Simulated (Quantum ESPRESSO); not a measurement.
**C: equation of state with r2SCAN**

**The experiment to reproduce.**

“Equation of state of cubic boron nitride at high pressures and temperatures”, 2007, arxiv:cond-mat/0702656 quotes, for a bulk crystal of C: bulk modulus 444.8 ± 0.8 GPa.

Crystal: C.

```
C
1.0
     0.00000    1.78337    1.78337
     1.78337    0.00000    1.78337
     1.78337    1.78337    0.00000
C
2
Direct
  0.75000 0.75000 0.75000
  0.50000 0.50000 0.50000
```

This isn't the form of C at room conditions, which is graphite.

| Property | Result |
| --- | --- |
| Program | Quantum ESPRESSO 7.5 |
| Task | equation of state |
| Functional | r2SCAN |
| Potentials or basis | SG15 PBE 1.2 |
| Cutoff | 1197 eV |
| Density cutoff | 4789 eV |
| k mesh | 10 × 10 × 10 |
| Occupations | fermi-dirac, width 0.05 eV |
| Spin | no spin polarisation |
| Symmetry | off |
| Mixing beta | 0.5 |
| Most SCF iterations | 120 |
| SCF threshold | 1e-08 Ry |

```yaml
Equilibrium_volume: 5.64 Å³/atom
Bulk_modulus: 443 GPa
Pressure_derivative_of_the_bulk_modulus: 3.7
```

Energy against volume, from the lowest point:
| volume (Å³/atom) | energy (meV/atom) |
| --- | --- |
| 5.332 | 25.77 |
| 5.445 | 9.96 |
| 5.558 | 1.59 |
| 5.672 | 0.00 |
| 5.785 | 4.57 |
| 5.899 | 14.76 |
| 6.012 | 30.06 |

All runs of the series together: 15 min on 2 threads of Arm Neoverse N1, on a shared host.

Against the measured bulk modulus of C, 444.8 GPa (quoted in “Equation of state of cubic boron nitride at high pressures and temperatures”, 2007, arxiv:cond-mat/0702656), the calculated 443 GPa is off by -0.3 %. 3 values of this kind are on record (442 to 444.8 GPa); this one was drawn at random among those near their median, those with a stated uncertainty first. The fit is for a static lattice scaled at fixed shape and fixed fractional positions.

Caveat: the potentials were made for another functional, which shifts forces and pressure.
